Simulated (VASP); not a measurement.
Input of a VASP 6.6.1 run:

Contents of INCAR:

```
PREC     = Accurate       # precision mode
ENCUT    = 550            # plane-wave cutoff, eV
EDIFF    = 1E-7           # SCF threshold, eV
ISMEAR   = 0              # smearing method
SIGMA    = 0.02           # smearing width, eV
LREAL    = False          # projectors in reciprocal space
LASPH    = True           # aspherical terms in the spheres
NELM     = 60             # most SCF steps
ALGO     = Fast           # electronic algorithm
ISIF     = 2              # what is computed and relaxed
LWAVE    = False          # write WAVECAR
LCHARG   = True           # write CHGCAR
GGA      = PS             # functional
LELF     = True           # ELF
LVHAR    = True         
NBANDS   = 16             # bands
```

KPOINTS

```
Automatic mesh
0
Gamma
  10 10 8
```

Contents of POSCAR:

```
TiO
3.031
    1.000000000000      0.000000000000      0.000000000000
   -0.500000000000      0.866025403794      0.000000000000
    0.000000000000      0.000000000000      1.068195315078
Ti O
1 1
Direct
    0.6666666667      0.3333333333      0.0000000000
    0.0000000000      0.0000000000      0.5000000000
```

Potentials or basis: VASP PAW PBE potentials, release 64 (Ti_sv_GW, O_GW).

Run with:

```console
$ cat potpaw_PBE.64/Ti_sv_GW/POTCAR potpaw_PBE.64/O_GW/POTCAR > POTCAR
$ mpirun -np 1 vasp_std > vasp.out
```

Estimate the pressure.

-41.4 GPa.

What does it give for the band gap on the k mesh?

0.02 eV, direct.

Stress tensor (GPa, compression positive):
```
-34.72   0.00   0.00
  0.00 -34.72   0.00
  0.00   0.00 -54.66
```

Caveat: a pressure of tens of GPa on the cell as given is suspect, and the run, the potentials or the cell itself is likely at fault; the PAW data sets were made with another functional, which shifts forces and pressure a little. A hybrid or GW would open this gap; PBEsol tends to underestimate it.
